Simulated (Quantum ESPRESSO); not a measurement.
Crystal: Ge.

```
Ge
1.0
     1.48805   -2.59469    0.00000
     1.48805    2.59469    0.00000
     0.00000    0.00000    4.72760
Ge
2
Direct
  0.33345 0.66655 0.25000
  0.66655 0.33345 0.75000
```

This isn't the form of Ge at room conditions, which is diamond.

* Program: Quantum ESPRESSO 7.5
* Task: single point
* Functional: PBE
* Potentials or basis: SSSP 1.3 efficiency PBE
* Cutoff: 748 eV
* Density cutoff: 5987 eV
* k mesh: 10 × 10 × 6
* Occupations: fermi-dirac, width 0.05 eV
* Spin: no spin polarisation

On this cell: pressure 4.2 GPa; largest force under 0.003 eV/Å; band gap on the k mesh none (metal or under the smearing width).

The same run follows on a disturbed copy (atoms moved at random, drawn with an rms of 0.05 Å):

```xyz
2
Lattice="1.4881 -2.5947 0.0000 1.4881 2.5947 0.0000 0.0000 0.0000 4.7276" Properties=species:S:1:pos:R:3 pbc="T T T"
Ge    1.4977    0.9140    1.1971
Ge    1.5104   -0.8905    3.5233
```

Q: What does the disturbed cell give?

A: The energy (extrapolated to zero smearing) moves by +0.1 meV/atom; pressure 4.3 GPa; largest force 0.032 eV/Å; band gap on the k mesh none (metal or under the smearing width).

Forces in eV/Å, atoms in the order of the input:
```
Ge   0.000 -0.013 -0.030
Ge   0.000  0.013  0.030
```

Stress tensor (GPa, compression positive):
```
 3.54  0.02 -0.03
 0.02  3.29  0.05
-0.03  0.05  6.07
```
